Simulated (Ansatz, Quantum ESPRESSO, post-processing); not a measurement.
# LiF(001): dielectric constant from slabs in a field, part 2 of 2

Aim: the dielectric constant along the normal from slabs of two thicknesses in a field, starting with LiF(001), 5 layers.

Quantum ESPRESSO 7.5; plane-wave DFT, PBE, GBRV ultrasoft pseudopotentials; geometry by Ansatz 0.2.0 with PAW datasets.

So far. Step 12 (Relaxed-ion response of the slab in a field, 5 layers): ε = 0.1000 / 0.0104 = 9.57. Step 13 (Relaxation with Ansatz, 9 layers): The relaxation lowers the energy by 1 meV an atom.

### Step 16. SCF with pw.x, 9 layers: field 0.1 V/Å

n9.f1.in reads:

```
&control
  prefix = 'n9.f1'
  outdir = './out'
  pseudo_dir = './pseudo'
  calculation = 'scf'
  tprnfor = .true.
  tefield = .true.
  dipfield = .true.
/
&system
  ibrav = 0
  nat = 18
  ntyp = 2
  ecutwfc = 40
  ecutrho = 200
  occupations = 'fixed'
  edir = 3
  emaxpos = 0.97
  eopreg = 0.04
  eamp = 0.00194469
/
&electrons
  conv_thr = 1e-10
  mixing_beta = 0.5
  electron_maxstep = 120
/
ATOMIC_SPECIES
  Li  6.9400  li_pbe_v1.4.uspp.F.UPF
  F   18.9984  f_pbe_v1.4.uspp.F.UPF
CELL_PARAMETERS angstrom
  2.87792459940000 0.00000000000000 0.00000000000000
  0.00000000000000 2.87792459940000 0.00000000000000
  0.00000000000000 0.00000000000000 32.28000000000000
ATOMIC_POSITIONS crystal
  Li  -0.000000000000 0.000000000000 0.249547222534
  F   0.500000000000 0.500000000000 0.247420279583
  Li  0.500000000000 0.500000000000 0.310668480929
  F   -0.000000000000 0.000000000000 0.311062708602
  Li  -0.000000000000 0.000000000000 0.374022207384
  F   0.500000000000 0.500000000000 0.373955793730
  Li  0.500000000000 0.500000000000 0.436980775591
  F   0.000000000000 0.000000000000 0.436990484551
  Li  0.000000000000 0.000000000000 0.499999995658
  F   0.500000000000 0.500000000000 0.500000003847
  Li  0.500000000000 0.500000000000 0.563019215524
  F   0.000000000000 0.000000000000 0.563009523889
  Li  0.000000000000 0.000000000000 0.625977784227
  F   0.500000000000 0.500000000000 0.626044216657
  Li  0.500000000000 0.500000000000 0.689331509748
  F   -0.000000000000 0.000000000000 0.688937298689
  Li  -0.000000000000 0.000000000000 0.750452767598
  F   0.500000000000 0.500000000000 0.752579731257
K_POINTS automatic
  8 8 1 0 0 0
```

The run is started by

```sh
$ OMP_NUM_THREADS=1 mpirun -n 8 pw.x -nk 4 -in n9.f1.in > n9.f1.out
```

Run time: 48 s. Hardware: 8 MPI ranks of Arm Neoverse V2, shared host; peak memory 0.85 GiB.

This step gave:

* free energy: -7758.7951 eV
* dipole along the normal: 0.04426 e·Å
* valence top, on the run's zero: -2.465 eV

### Step 17. Electrostatic potential, 9 layers

n9.f1.pot.in reads:

```
&inputpp
  prefix = 'n9.f1'
  outdir = './out'
  filplot = 'n9.f1.pot.dat'
  plot_num = 11
/
```

The run is started by

```sh
$ OMP_NUM_THREADS=1 mpirun -n 8 pp.x -in n9.f1.pot.in > n9.f1.pot.out
```

Run time: 0.81 s. Hardware: 8 MPI ranks; peak memory 0.11 GiB; 5.4 s of CPU time.

Numbers from this step:

* slope of the potential above: 0.1000 eV/Å
* upper vacuum line continued to the top atoms, over the valence top: 7.602 eV
* slope of the potential below: 0.09998 eV/Å
* lower vacuum line continued to the bottom atoms, over the valence top: 6.939 eV

The slope in the vacuum is 0.100 eV/Å for an applied 0.10 V/Å, as it should be.

### Step 18. Clamped-ion dielectric constant from the field inside the slab, 9 layers

Read from the output:

```
polarisability a cell      : 6.374 Å³
sheet polarisability 4πα/A : 9.670 Å
change of slope inside     : 0.04899 eV/Å
dielectric constant        : 2.041
```

Running mean over one layer period, set to zero at the slab's centre. Table of change of the potential energy, second field less first by z:

z (Å), change of the potential energy, second field less first (eV) and a bar from the least value:
```
        0      -0.36 #########
        2      -0.93 
        4      -0.73 ###
        6      -0.53 ######
        8      -0.40 #########
       10      -0.30 ##########
       12      -0.20 ############
       14      -0.10 ##############
       16      -0.01 ###############
       18       0.09 #################
       20       0.19 ##################
       22       0.29 ####################
       24       0.38 #####################
       26       0.51 ########################
       28       0.70 ###########################
       30       0.90 ##############################
       32      -0.08 ##############
```

ε = 0.1000 / 0.0490 = 2.04.

### Step 19. By thickness

Table of sheet polarisability 4πα/A by layers:

| layers | sheet polarisability 4πα/A (Å) |
| --- | --- |
| 5.00 | 5.52 |
| 9.00 | 9.67 |

The dielectric constant stays at 2.04 for layers from 5 to 9.

### Step 20. Ground state, 5 layers, with ecutwfc = 26, ecutrho = 208 and nosym = True

How much does a setting matter? One run is repeated with a change.

n5.f1.w0.in reads:

```
&control
  prefix = 'n5.f1.w0'
  outdir = './out'
  pseudo_dir = './pseudo'
  calculation = 'scf'
  tprnfor = .true.
  tefield = .true.
  dipfield = .true.
/
&system
  ibrav = 0
  nat = 10
  ntyp = 2
  ecutwfc = 26
  ecutrho = 208
  occupations = 'fixed'
  edir = 3
  emaxpos = 0.97
  eopreg = 0.04
  eamp = 0.00194469
  nosym = .true.
/
&electrons
  conv_thr = 1e-10
  mixing_beta = 0.5
  electron_maxstep = 120
/
ATOMIC_SPECIES
  Li  6.9400  li_pbe_v1.4.uspp.F.UPF
  F   18.9984  f_pbe_v1.4.uspp.F.UPF
CELL_PARAMETERS angstrom
  2.87792459940000 0.00000000000000 0.00000000000000
  0.00000000000000 2.87792459940000 0.00000000000000
  0.00000000000000 0.00000000000000 24.14000000000000
ATOMIC_POSITIONS crystal
  Li  0.000000000000 0.000000000000 0.333648074746
  F   0.500000000000 0.500000000000 0.330800501673
  Li  0.500000000000 0.500000000000 0.415377996277
  F   0.000000000000 0.000000000000 0.415887481207
  Li  -0.000000000000 0.000000000000 0.499999996043
  F   0.500000000000 0.500000000000 0.500000002950
  Li  0.500000000000 0.500000000000 0.584621996164
  F   -0.000000000000 0.000000000000 0.584112524377
  Li  0.000000000000 0.000000000000 0.666351917678
  F   0.500000000000 0.500000000000 0.669199508886
K_POINTS automatic
  8 8 1 0 0 0
```

The run is started by

```sh
$ OMP_NUM_THREADS=1 mpirun -n 8 pw.x -nk 4 -in n5.f1.w0.in > n5.f1.w0.out
```

It took 8.7 s on 8 MPI ranks; peak memory 0.54 GiB; 68 s of CPU time.

The changed values were drawn from a wide range, not chosen for quality; the comparison shows what they did here together.

Beside the run it was changed from:

| quantity | this run | unchanged run | difference |
| --- | --- | --- | --- |
| dipole along the normal (e·Å) | 0.02536 | 0.02527 | 8.3e-5 |
| free energy (eV) | -4306.023 | -4310.303 | 4.3 |
| wall time (s) | 8.7 | 16 |  |
| SCF iterations | 12 | 12 |  |

The free energy moves by +4.3e+02 meV an atom.

The physical values in this table move by up to 0.33 %.

### Step 21. SCF with pw.x, 5 layers, with mixing_beta = 0.3

Another try, with an input changed as a hurried user might.

n5.f1.bad.in reads:

```
&control
  prefix = 'n5.f1.bad'
  outdir = './out'
  pseudo_dir = './pseudo'
  calculation = 'scf'
  tprnfor = .true.
  tefield = .true.
  dipfield = .true.
  mixing_beta = 0.3
/
&system
  ibrav = 0
  nat = 10
  ntyp = 2
  ecutwfc = 40
  ecutrho = 200
  occupations = 'fixed'
  edir = 3
  emaxpos = 0.97
  eopreg = 0.04
  eamp = 0.00194469
/
&electrons
  conv_thr = 1e-10
  mixing_beta = 0.5
  electron_maxstep = 50
/
ATOMIC_SPECIES
  Li  6.9400  li_pbe_v1.4.uspp.F.UPF
  F   18.9984  f_pbe_v1.4.uspp.F.UPF
CELL_PARAMETERS angstrom
  2.87792459940000 0.00000000000000 0.00000000000000
  0.00000000000000 2.87792459940000 0.00000000000000
  0.00000000000000 0.00000000000000 24.14000000000000
ATOMIC_POSITIONS crystal
  Li  0.000000000000 0.000000000000 0.333648074746
  F   0.500000000000 0.500000000000 0.330800501673
  Li  0.500000000000 0.500000000000 0.415377996277
  F   0.000000000000 0.000000000000 0.415887481207
  Li  -0.000000000000 0.000000000000 0.499999996043
  F   0.500000000000 0.500000000000 0.500000002950
  Li  0.500000000000 0.500000000000 0.584621996164
  F   -0.000000000000 0.000000000000 0.584112524377
  Li  0.000000000000 0.000000000000 0.666351917678
  F   0.500000000000 0.500000000000 0.669199508886
K_POINTS automatic
  8 8 1 0 0 0
```

The run is started by

```sh
$ OMP_NUM_THREADS=1 mpirun -n 8 pw.x -nk 4 -in n5.f1.bad.in > n5.f1.bad.out
```

Wall time 0.51 s (8 MPI ranks); peak memory 0.11 GiB.

The input was rejected at the start.

The program's message: “Error in routine  read_namelists (1): bad line in namelist &control: "  mixing_beta = 0.3" (error could be in the previous line)”

The change that led to it: control.mixing_beta = 0.3.

The message: “read_namelists (1): bad line in namelist &control: " mixing_beta = 0.3" (error could be in the previous line)”. The key doesn't belong in &control, and its own namelist already sets it; the stray line has to go.

### Step 22. The arithmetic

A slab of thickness t takes t(1 − 1/ε) off the field's path. Four layers: (9.670 − 5.522) / 8.138 = 0.5098, so ε = 1/(1 − 0.5098) = 2.04.

### Step 23. Outcome

| Item | Value |
| --- | --- |
| clamped-ion dielectric constant, 5 layers | 2.04 |
| clamped-ion dielectric constant, 9 layers | 2.04 |
| relaxed-ion value, 5 layers, two rough readings (polarisability, inner slope) | 10.2, 9.6 |
| sheet polarisability, 5 layers | 5.52 Å |
| sheet polarisability, 9 layers | 9.67 Å |

**Reading.** The electronic dielectric constant inside comes to 2.04; with the ions free five layers give only rough readings (PBE, GBRV ultrasoft). Four more layers add 8.14 Å and 4.15 Å of sheet polarisability; 1 − 1/ε = 0.510 then gives ε = 2.04 for the interior, free of the surfaces. With the ions free 4πα/A grows from 5.52 to 9.76 Å. At the thickness that the clamped run implies, 10.83 Å, this is ε = 10.2, with the answer of the surface ions in it; the slope of the inner potential gives 9.6, but that slope is small and hangs on the window of the fit. The cubic lattice constant was set to 4.07 Å, near the PBE value. These functionals tend to put the electronic constant too high, and five layers have little bulk-like interior. Neither relaxed-ion reading is the bulk's static constant.

[Logs are printed without paths, hosts, clocks, repeated set-up lines and the standing remarks that a program may print on its own settings, such as how far it seeks lower states.]

[Hosts, paths, dates, database ids (printed as entryN), source tags and the programs' standing remarks are cut or masked in the printed files.]

[Maps of the electrostatic potential energy from Ansatz leave out the sawtooth potential of an applied field or a dipole correction, so their vacuum need not be flat; planar profiles and work functions include it.]
